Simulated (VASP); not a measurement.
# MgO (Periclase) (Fm-3m) in VASP: notebook

One crystal, MgO (Periclase), is run at these levels: PBE+D3(BJ), PBE; tasks: relaxation of the atoms, relaxation of cell and atoms.

Everything below comes from runs of VASP 6.6.1. Logs are shortened: lines on timing, memory, paths and dates and some standing lists are left out, and cuts for length are marked.

### 1 Starting point

It takes space group Fm-3m (No. 225, cubic). The conventional cell has a = 4.217 Å, b = 4.217 Å, c = 4.217 Å, α = 90.00°, β = 90.00°, γ = 90.00°. Mg (site symmetry m-3m) has 6 O at 2.11 Å as nearest neighbours. O (site symmetry m-3m) is surrounded by 6 Mg at 2.11 Å.

### 2 Relaxation of the atoms, PBE+D3(BJ) (a relaxed cell with its volume scaled by 1.06)

Input file INCAR:

```
PREC = Accurate
ENCUT = 600
EDIFF = 1E-7
ISMEAR = 0
SIGMA = 0.03
LREAL = F
LASPH = T
NELM = 80
ALGO = Normal
ISIF = 2
LWAVE = F
LCHARG = F
GGA = PE
IVDW = 12
IBRION = 2
NSW = 40
EDIFFG = -0.01
```

Input file KPOINTS:

```
Automatic mesh
0
Gamma
  12 12 12
```

Input file POSCAR:

```
MgO                                     
1.0
    0.0000000000      2.1407426911      2.1407426911
    2.1407426911      0.0000000000      2.1407426911
    2.1407426911      2.1407426911      0.0000000000
  Mg              O             
     1     1
Direct
     0.0000000000000000    0.0000000000000000    0.0000000000000000
     0.5000000000000000    0.5000000000000000    0.5000000000000000
```

Potentials or basis: VASP PAW PBE potentials, release 64 (Mg, O).

The run is started by

```
> cat potpaw_PBE.64/Mg/POTCAR potpaw_PBE.64/O/POTCAR > POTCAR
> mpirun -np 1 vasp_std > vasp.out
```

OUTCAR:

```text
PREC = Accurate
   ENCUT = 600
   EDIFF = 1E-7
   ISMEAR = 0
   LREAL = F
   LASPH = T
   NELM = 80
   ISIF = 2
   GGA = PE
   IVDW = 12
   IBRION = 2
   NSW = 40
   EDIFFG = -0.01
 IVDW          = 12

 ion  position               nearest neighbor table
   1  0.000  0.000  0.000-   2 2.14   2 2.14   2 2.14   2 2.14   2 2.14   2 2.14
   2  0.500  0.500  0.500-   1 2.14   1 2.14   1 2.14   1 2.14   1 2.14   1 2.14

  LATTYP: Found a face centered cubic cell.
 ALAT       =     4.2814853822

  Lattice vectors:

 A1 = (   0.0000000000,   2.1407426911,   2.1407426911)
 A2 = (   2.1407426911,   0.0000000000,   2.1407426911)
 A3 = (   2.1407426911,   2.1407426911,   0.0000000000)

Analysis of symmetry for initial positions (statically):
=====================================================================
 Subroutine PRICEL returns:
 Original cell was already a primitive cell.

 Routine SETGRP: Setting up the symmetry group for a
 face centered cubic supercell.

 Subroutine GETGRP returns: Found 48 space group operations
 (whereof 48 operations were pure point group operations)
 out of a pool of 48 trial point group operations.

The static configuration has the point symmetry O_h .

Analysis of symmetry for dynamics (positions and initial velocities):
=====================================================================
 Subroutine PRICEL returns:
 Original cell was already a primitive cell.

 Routine SETGRP: Setting up the symmetry group for a
 face centered cubic supercell.

 Subroutine GETGRP returns: Found 48 space group operations
 (whereof 48 operations were pure point group operations)
 out of a pool of 48 trial point group operations.

The dynamic configuration has the point symmetry O_h .

 Subroutine INISYM returns: Found 48 space group operations
 (whereof 48 operations are pure point group operations),
 and found     1 'primitive' translations

----------------------------------------------------------------------------------------

                                     Primitive cell

  volume of cell :      19.6211

  direct lattice vectors                    reciprocal lattice vectors
     0.000000000  2.140742691  2.140742691    -0.233563801  0.233563801  0.233563801
     2.140742691  0.000000000  2.140742691     0.233563801 -0.233563801  0.233563801
     2.140742691  2.140742691  0.000000000     0.233563801  0.233563801 -0.233563801

  length of vectors
     3.027467347  3.027467347  3.027467347     0.404544370  0.404544370  0.404544370

  position of ions in fractional coordinates (direct lattice)
     0.000000000  0.000000000  0.000000000
     0.500000000  0.500000000  0.500000000

  ion indices of the primitive-cell ions
   primitive index   ion index
                 1           1
                 2           2

----------------------------------------------------------------------------------------

 KPOINTS: Automatic mesh

Automatic generation of k-mesh.
 Grid dimensions read from file:
 generate k-points for:   12   12   12

 Generating k-lattice:

  Cartesian coordinates                     Fractional coordinates (reciprocal lattice)
    -0.019463650  0.019463650  0.019463650     0.083333333  0.000000000  0.000000000
     0.019463650 -0.019463650  0.019463650     0.000000000  0.083333333  0.000000000
     0.019463650  0.019463650 -0.019463650     0.000000000  0.000000000  0.083333333

  Length of vectors
     0.033712031  0.033712031  0.033712031

  Shift w.r.t. Gamma in fractional coordinates (k-lattice)
     0.000000000  0.000000000  0.000000000

 Subroutine IBZKPT returns following result:
 ===========================================

 Found     72 irreducible k-points:

 Following reciprocal coordinates:
            Coordinates               Weight
  0.000000  0.000000  0.000000      1.000000
  0.083333  0.000000  0.000000      8.000000
  0.166667  0.000000  0.000000      8.000000
  0.250000  0.000000  0.000000      8.000000
  0.333333  0.000000  0.000000      8.000000
  0.416667  0.000000  0.000000      8.000000
[... 16 lines left out ...]
  0.500000  0.166667  0.000000     24.000000
 -0.416667  0.166667  0.000000     24.000000
 [... further k-points ...]
   k-points           NKPTS =     72   k-points in BZ     NKDIM =     72   number of bands    NBANDS=      8
   number of dos      NEDOS =    301   number of ions     NIONS =      2
   total plane-waves  NPLWV =  13824
   dimension x,y,z NGX =    24 NGY =   24 NGZ =   24
   dimension x,y,z NGXF=    48 NGYF=   48 NGZF=   48
   ions per type =               1   1
   NGX,Y,Z   is equivalent  to a cutoff of  13.18, 13.18, 13.18 a.u.
   NGXF,Y,Z  is equivalent  to a cutoff of  26.36, 26.36, 26.36 a.u.
 SYSTEM =  unknown system
   PREC   = accura    normal or accurate (medium, high low for compatibility)
   ISTART =      0    job   : 0-new  1-cont  2-samecut
   ICHARG =      2    charge: 1-file 2-atom 10-const
   ISPIN  =      1    spin polarized calculation?
   LNONCOLLINEAR =      F non collinear calculations
   LSORBIT =      F    spin-orbit coupling
   LASPH  =      T    aspherical Exc in radial PAW
   ENCUT  =  600.0 eV  44.10 Ry    6.64 a.u.   6.05  6.05  6.05*2*pi/ulx,y,z
   NELM   =     80;   NELMIN=  2; NELMDL= -5     # of ELM steps
   EDIFF  = 0.1E-06   stopping-criterion for ELM
   LREAL  =      F    real-space projection
   EDIFFG = -.1E-01   stopping-criterion for IOM
   NSW    =     40    number of steps for IOM
   IBRION =      2    ionic relax: 0-MD 1-quasi-New 2-CG
   NFREE  =      1    steps in history (QN), initial steepest desc. (CG)
   ISIF   =      2    stress and relaxation
   ISYM   =      2    0-nonsym 1-usesym 2-fastsym
   POTIM  = 0.5000    time-step for ionic-motion
   TEBEG  =    0.0;   TEEND  =   0.0 temperature during run
   PSTRESS=    0.0 pullay stress
   NELECT =       8.0000    total number of electrons
   NUPDOWN=      -1.0000    fix difference up-down
   EMIN   =  10.00;   EMAX   =-10.00  energy-range for DOS
   EFERMI =   0.00;   METHOD = LEGACY
   ISMEAR =     0;   SIGMA  =   0.03  broadening in eV -4-tet -1-fermi 0-gaus
   EFERMI_NEDOS =   21; number of points for ismear=-14 and -15
   IALGO  =     38    algorithm
   IMIX   =      4    mixing-type and parameters
     AMIX     =   0.40;   BMIX     =  1.00
     AMIX_MAG =   1.60;   BMIX_MAG =  1.00
  volume/ion in A,a.u.               =       9.81        66.20
  Fermi-wavevector in a.u.,A,eV,Ry     =   1.213939  2.294013 20.050212  1.473649
  Thomas-Fermi vector in A             =   2.349375
   LORBIT       =      0    0 simple, 1 ext, 2 COOP (PROOUT), +10 PAW based schemes
   GGA     = PE    functional components
   LHFCALC =     F    Hartree Fock is set to
   AEXX    =    0.0000 exact exchange contribution
   IVDW    =    12    specifies the selected vdW correction
   LEPSILON=     F    determine dielectric tensor
   LRPA    =     F    only Hartree local field effects (RPA)
 conjugate gradient relaxation of ions
 non-spin polarized calculation
 Gauss-broadening in eV      SIGMA  =   0.03
  energy-cutoff  :      600.00
  volume of cell :       19.62
 maximum number of plane-waves:       664
   NGX = 13   NGY = 13   NGZ = 13

 number of electron       8.0000001 magnetization

 Free energy of the ion-electron system (eV)
  ---------------------------------------------------
  ext. energy  EPLUGINS =         0.00000000
  ---------------------------------------------------
  free energy    TOTEN  =       -11.91009589 eV

  energy without entropy =      -11.91009589  energy(sigma->0) =      -11.91009589

 E-fermi :   2.9503     XC(G=0): -10.8483

 val. band max:        2.8264810855   @ k =   0.0000   0.0000   0.0000
 cond. band min:       7.0914765861   @ k =   0.0000   0.0000   0.0000
 fundamental gap:      4.2649955007
 Fermi energy:         2.9502695456

 k-point     1 :       0.0000    0.0000    0.0000
  band No.  band energies     occupation
      1     -14.1923      2.00000
      2       2.8265      2.00000
      3       2.8265      2.00000
      4       2.8265      2.00000
      5       7.0915      0.00000
      6      18.3499      0.00000
      7      18.3499      0.00000
      8      18.3499      0.00000

 k-point     2 :       0.0833    0.0000    0.0000
  band No.  band energies     occupation
      1     -14.1246      2.00000
      2       2.3604      2.00000
      3       2.7830      2.00000
      4       2.7830      2.00000
      5       7.5523      0.00000
      6      17.4016      0.00000
      7      18.5074      0.00000
      8      18.5074      0.00000

 k-point     3 :       0.1667    0.0000    0.0000
  band No.  band energies     occupation
      1     -13.9336      2.00000
      2       1.3542      2.00000
      3       2.6667      2.00000
      4       2.6667      2.00000
      5       8.5206      0.00000
      6      16.0301      0.00000
      7      18.8667      0.00000
      8      18.8667      0.00000

 k-point     4 :       0.2500    0.0000    0.0000
  band No.  band energies     occupation
      1     -13.6563      2.00000
      2       0.2590      2.00000
      3       2.5139      2.00000
      4       2.5139      2.00000
      5       9.4757      0.00000
      6      15.0895      0.00000
      7      19.0737      0.00000
      8      19.0737      0.00000

 k-point     5 :       0.3333    0.0000    0.0000
  band No.  band energies     occupation
      1     -13.3564      2.00000
      2      -0.6941      2.00000
      3       2.3672      2.00000
      4       2.3672      2.00000
      5      10.1091      0.00000
      6      14.7346      0.00000
      7      18.9370      0.00000
      8      18.9370      0.00000

 k-point     6 :       0.4167    0.0000    0.0000
  band No.  band energies     occupation
      1     -13.1194      2.00000
      2      -1.3462      2.00000
      3       2.2635      2.00000
      4       2.2635      2.00000
      5      10.3657      0.00000
      6      14.7943      0.00000
      7      18.7252      0.00000
      8      18.7252      0.00000

 k-point     7 :       0.5000    0.0000    0.0000
  band No.  band energies     occupation
      1     -13.0285      2.00000
      2      -1.5793      2.00000
      3       2.2262      2.00000
      4       2.2262      2.00000
      5      10.4177      0.00000
      6      14.8790      0.00000
      7      18.6382      0.00000
      8      18.6382      0.00000
[... 133 lines left out ...]
 k-point    20 :       0.2500    0.1667    0.0000
  band No.  band energies     occupation
      1     -13.6532      2.00000
      2       0.6104      2.00000
      3       2.2788      2.00000
      4       2.2981      2.00000
      5       9.8121      0.00000
      6      14.5771      0.00000
      7      18.5451      0.00000
      8      19.3903      0.00000

 k-point    21 :       0.3333    0.1667    0.0000
  band No.  band energies     occupation
      1     -13.3945      2.00000
      2      -0.1398      2.00000
      3       2.0160      2.00000
      4       2.1533      2.00000
      5      10.6628      0.00000
      6      14.1360      0.00000
      7      17.5958      0.00000
      8      19.5042      0.00000

 k-point    22 :       0.4167    0.1667    0.0000
  band No.  band energies     occupation
      1     -13.1429      2.00000
      2      -0.7720      2.00000
      3       1.7200      2.00000
      4       2.0615      2.00000
      5      11.2384      0.00000
      6      14.2063      0.00000
      7      16.9281      0.00000
      8      19.4055      0.00000

 k-point    23 :       0.5000    0.1667    0.0000
  band No.  band energies     occupation
      1     -12.9746      2.00000
      2      -1.1507      2.00000
      3       1.4727      2.00000
      4       2.0428      2.00000
      5      11.4786      0.00000
      6      14.5419      0.00000
      7      16.5744      0.00000
      8      19.2588      0.00000

 k-point    24 :      -0.4167    0.1667    0.0000
  band No.  band energies     occupation
      1     -12.9488      2.00000
      2      -1.1922      2.00000
      3       1.3397      2.00000
      4       2.1016      2.00000
      5      11.5413      0.00000
      6      14.6784      0.00000
      7      16.5123      0.00000
      8      19.2156      0.00000

 [... further k-points ...]

------------------------ aborting loop because EDIFF is reached ----------------------------------------

 Edisp (eV)   -0.55739

 E8    (eV) :    -0.2182

  FORCE on cell =-STRESS in cart. coord.  units (eV):
  Direction    XX          YY          ZZ          XY          YZ          ZX
  --------------------------------------------------------------------------------------
  -------------------------------------------------------------------------------------
  Total      -1.03114    -1.03114    -1.03114    -0.00000     0.00000    -0.00000
  in kB     -84.19888   -84.19888   -84.19888    -0.00000     0.00000    -0.00000
  external pressure =      -84.20 kB  Pullay stress =        0.00 kB

 VOLUME and BASIS-vectors are now :
 -----------------------------------------------------------------------------
  energy-cutoff  :      600.00
  volume of cell :       19.62
      direct lattice vectors                 reciprocal lattice vectors
     0.000000000  2.140742691  2.140742691    -0.233563801  0.233563801  0.233563801
     2.140742691  0.000000000  2.140742691     0.233563801 -0.233563801  0.233563801
     2.140742691  2.140742691  0.000000000     0.233563801  0.233563801 -0.233563801

 POSITION                                       TOTAL-FORCE (eV/Angst)
 -----------------------------------------------------------------------------------
      0.00000      0.00000      0.00000         0.000000     -0.000000      0.000000
      2.14074      2.14074      2.14074        -0.000000      0.000000     -0.000000
 -----------------------------------------------------------------------------------
    total drift:                               -0.000000     -0.000000      0.000000

  FREE ENERGIE OF THE ION-ELECTRON SYSTEM (eV)
  ---------------------------------------------------
  free  energy   TOTEN  =       -12.4674836025 eV

  energy  without entropy=      -12.4674836025  energy(sigma->0) =      -12.46748360

 reached required accuracy - stopping structural energy minimisation
```

Wall time 7.4 s (1 thread of AMD EPYC 9R45 (Zen 5), shared host); peak memory 0.13 GiB.

Results:

| Quantity | Value |
| --- | --- |
| Free energy | -12.4675 eV |
| Pressure after relaxing | -8.4 GPa |
| Band gap on the k mesh | 4.27 eV, direct |
| Dispersion energy per atom | -0.279 eV |

Final structure:
```cif
data_structure
_symmetry_space_group_name_H-M 'P 1'
_symmetry_Int_Tables_number 1
_cell_length_a 3.0275
_cell_length_b 3.0275
_cell_length_c 3.0275
_cell_angle_alpha 60.000
_cell_angle_beta 60.000
_cell_angle_gamma 60.000
_cell_volume 19.62
loop_
_atom_site_label
_atom_site_type_symbol
_atom_site_fract_x
_atom_site_fract_y
_atom_site_fract_z
_atom_site_occupancy
Mg1 Mg 0.00000 0.00000 0.00000 1
O1 O 0.50000 0.50000 0.50000 1
```

Levels at points of the mesh, in eV from the valence-band top:
```
           k point  band 1  band 2  band 3  band 4  band 5  band 6  band 7  band 8
(0.00, 0.00, 0.00)  -17.02    0.00    0.00    0.00    4.27   15.52   15.52   15.52
(0.50, 0.00, 0.00)  -15.85   -4.41   -0.60   -0.60    7.59   12.05   15.81   15.81
(0.50, 0.50, 0.00)  -15.61   -3.89   -1.28   -1.28    9.06    9.45   12.59   18.24
```

Caveat: the relaxation stopped at its first step, so nothing moved.

### 3 Relaxation of cell and atoms, PBE, target pressure 4.3 GPa, at which the enthalpy is minimised

Input file INCAR:

```
PREC = Accurate
ENCUT = 600
EDIFF = 1E-6
ISMEAR = 0
SIGMA = 0.03
LREAL = False
LASPH = True
NELM = 80
ALGO = Normal
ISIF = 3
LWAVE = False
LCHARG = False
GGA = PE
IBRION = 2
NSW = 90
EDIFFG = -0.01
PSTRESS = 43.0
```

Input file KPOINTS:

```
regular mesh
0
Gamma
  12 12 12
```

Input file POSCAR:

```
MgO
1.0
    0.0000000000      2.1085000000      2.1085000000
    2.1085000000      0.0000000000      2.1085000000
    2.1085000000      2.1085000000      0.0000000000
Mg O
1 1
Direct
    0.0000000000      0.0000000000      0.0000000000
    0.5000000000      0.5000000000      0.5000000000
```

Potentials or basis: VASP PAW PBE potentials, release 64 (Mg, O).

The run is started by

```
> cat potpaw_PBE.64/Mg/POTCAR potpaw_PBE.64/O/POTCAR > POTCAR
> mpirun -np 1 vasp_std > vasp.out
```

Run time: 19 s. Hardware: 1 thread of Intel Xeon Platinum 8375C at 2.90GHz (Ice Lake), shared host; peak memory 0.15 GiB.

The run converged. Its results:

| Property | Result |
| --- | --- |
| Free energy | -11.9075 eV |
| Relaxed volume | 9.31 Å³/atom |
| Relaxed cell | a = 2.975 Å, b = 2.975 Å, c = 2.975 Å, α = 60.00°, β = 60.00°, γ = 60.00° |
| Space group after relaxing (to 0.05 Å) | Fm-3m (No. 225) |
| Energy change on relaxing (the enthalpy is what falls) | +1.5 meV/atom |
| Ionic steps | 3 |
| Pressure after relaxing | 4.3 GPa |
| Band gap on the k mesh | 4.76 eV, direct |

The path:
```csv
step,energy change (eV),largest force (eV/Å),pressure (GPa),volume (Å³)
1,0.0000,0.0000,3.09,18.75
2,0.0048,0.0000,4.85,18.56
3,0.0030,0.0000,4.29,18.62
```

Final structure:
```yaml
crystal:
  lattice:
    - [0.00000, 2.10358, 2.10358]
    - [2.10358, 0.00000, 2.10358]
    - [2.10358, 2.10358, 0.00000]
  atoms:
    - { symbol: Mg, position: [0.00000, 0.00000, 0.00000] }
    - { symbol: O, position: [0.50000, 0.50000, 0.50000] }
```

Levels at points of the mesh, in eV from the valence-band top:
```tsv
k point	band 2	band 3	band 4	band 5	band 6	band 7
(0.00, 0.00, 0.00)	0.00	0.00	0.00	4.76	15.82	15.82
(0.50, 0.00, 0.00)	-4.63	-0.66	-0.66	7.92	12.65	16.35
(0.50, 0.50, 0.00)	-4.10	-1.35	-1.35	9.13	10.01	13.14
```

Caveat: the cell is relaxed towards a set pressure, so the enthalpy falls and the energy may rise. PBE gaps usually lie below the measured ones, often by a third to a half.

### 4 Relaxation of cell and atoms, PBE, target pressure 4.3 GPa, at which the enthalpy is minimised

This run uses another cell than the first one, of 9.31 Å³/atom, 0.993 times its volume.

INCAR: that of step 3 with these lines changed.

```diff
@@ -2,3 +2,3 @@
 ENCUT = 600
-EDIFF = 1E-6
+EDIFF = 1E-7
 ISMEAR = 0
@@ -15,3 +15,3 @@
 NSW = 90
-EDIFFG = -0.01
+EDIFFG = -0.005
 PSTRESS = 43.0
```

KPOINTS is that of step 3.

Input file POSCAR:

```
MgO                                     
1.0
   -0.0000000000      2.1035798694      2.1035798694
    2.1035798694      0.0000000000      2.1035798694
    2.1035798694      2.1035798694     -0.0000000000
  Mg              O             
     1     1
Direct
     0.0000000000000000    0.0000000000000000    0.0000000000000000
     0.5000000000000000    0.5000000000000000    0.5000000000000000
```

The run is started by

```
> cat potpaw_PBE.64/Mg/POTCAR potpaw_PBE.64/O/POTCAR > POTCAR
> mpirun -np 1 vasp_std > vasp.out
```

Wall time 12 s (1 thread of Intel Xeon Platinum 8375C at 2.90GHz (Ice Lake), shared host); peak memory 0.14 GiB.

The run converged. Its results:

| Item | Value |
| --- | --- |
| Free energy | -11.9072 eV |
| Pressure after relaxing | 4.3 GPa |
| Band gap on the k mesh | 4.76 eV, direct |

Final structure:
```
CELL_PARAMETERS angstrom
0.00000 2.10358 2.10358
2.10358 0.00000 2.10358
2.10358 2.10358 0.00000
ATOMIC_POSITIONS crystal
Mg 0.00000 0.00000 0.00000
O 0.50000 0.50000 0.50000
```

Levels at points of the mesh, in eV from the valence-band top:
```tsv
k point	band 1	band 2	band 3	band 4	band 5	band 6	band 7	band 8
(0.00, 0.00, 0.00)	-17.28	0.00	0.00	0.00	4.76	15.82	15.82	15.82
(0.50, 0.00, 0.00)	-15.99	-4.63	-0.66	-0.66	7.92	12.65	16.35	16.35
(0.50, 0.50, 0.00)	-15.73	-4.10	-1.35	-1.35	9.13	10.01	13.14	19.03
```

Caveat: the relaxation stopped at its first step, so nothing moved; the cell is relaxed towards a set pressure, so the enthalpy falls and the energy may rise.
